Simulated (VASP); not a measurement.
Runs of VASP 6.6.1 on AlN. Symmetry: P6_3mc, No. 186, hexagonal system. Conventional cell: a = 3.113 Å, b = 3.113 Å, c = 4.981 Å, α = 90.00°, β = 90.00°, γ = 120.00°. Al (site symmetry 3m) is surrounded by 4 N at 1.89 Å. Around N (site symmetry 3m) lie 4 Al at 1.89 Å. 

```tsv
level	potentials or basis	k mesh	grid for exact exchange (PRECFOCK)	screening parameter	gap on the mesh (eV)	pressure (GPa)	largest force (eV/Å)
r2SCAN	VASP PAW PBE potentials, release 64 (Al, N)	8 × 8 × 5	-	-	4.90	(b)	0.13
LDA	VASP PAW LDA potentials, release 64 (Al, N)	8 × 8 × 5	-	-	4.25	-4.1	(c)
PBEsol	VASP PAW PBE potentials, release 64 (Al, N)	8 × 8 × 5	-	-	4.15	0.2	0.13
HSE06	VASP PAW PBE potentials, release 64 (Al, N)	6 × 6 × 4	Fast	0.2 1/A	5.59	(a)	0.13
PBE	VASP PAW PBE potentials, release 64 (Al, N)	8 × 8 × 5	-	-	4.22	3.5	0.13
```

Alike in all rows: task single point; no spin polarisation; cell as given; cutoff (eV) 520; smearing fermi-dirac 0.02 eV.

**Question.** Estimate the missing entries.

**Answer.** (a) -1.7; (b) -1.3; (c) 0.12.

Caveats: an odd mesh through Γ misses points on the zone boundary, where band edges often lie (some runs); the PAW data sets were made with another functional, which shifts forces and pressure a little (some runs).

Not every run made on this cell is shown here.
